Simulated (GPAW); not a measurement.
Here is a GPAW 26.7.0 calculation.

Contents of run.py:

```python
from ase.dft.bandgap import bandgap
from ase.io import read, write
from ase.units import GPa
from gpaw import GPAW, PW

atoms = read('ZnS.xyz')

calc = GPAW(mode=PW(600),
            xc='PBE',
            kpts={'size': (9, 9, 9), 'gamma': True},
            occupations={'name': 'methfessel-paxton', 'order': 0, 'width': 0.014},
            nbands=18,
            convergence={'density': 1e-05, 'energy': 1e-05},
            maxiter=150,
            txt='gpaw.txt')
atoms.calc = calc
energy = atoms.get_potential_energy()
forces = atoms.get_forces()
stress = atoms.get_stress()
calc.write('gs.gpw')
write('result.traj', atoms)
print(f'Energy: {energy:.6f} eV')
print('Forces (eV/A):')
print(forces.round(4))
print('Stress (GPa):', (stress / GPa).round(3))
print('Fermi level:', round(calc.get_fermi_level(), 4), 'eV')
print(f'Gap: {bandgap(calc)[0]:.4f} eV, direct: {bandgap(calc, direct=True)[0]:.4f} eV')
```

Contents of ZnS.xyz:

```xyz
2
Lattice="0.0000000000 2.7020000000 2.7020000000 2.7020000000 0.0000000000 2.7020000000 2.7020000000 2.7020000000 0.0000000000" Properties=species:S:1:pos:R:3 pbc="T T T"
Zn     4.0530000000      4.0530000000      4.0530000000
S      0.0000000000      0.0000000000      0.0000000000
```

Potentials or basis: GPAW PAW data sets (gpaw-data 1.2.1), pw.

Launch:

```bash
$ OMP_NUM_THREADS=1 python run.py
```

Task: What does it give for the pressure?

Result: 1.6 GPa.

Task: Estimate the band gap on the k mesh.

Result: 2.10 eV, direct.

**Experimental background.**

“Electronic, vibrational, and thermodynamic properties of ZnS (zincblende and rocksalt structure)”, 2009, arxiv:0911.5022 quotes, for a bulk crystal of ZnS at 19 K: band gap 3.85 eV (direct).

Measured gap of ZnS: 3.85 eV (direct; 19 K; quoted in “Electronic, vibrational, and thermodynamic properties of ZnS (zincblende and rocksalt structure)”, 2009, arxiv:0911.5022). This calculation gives 2.10 eV (-1.75 eV). The value is that of PBE, without temperature or zero-point motion. Semilocal functionals fall short of measured gaps as a rule.
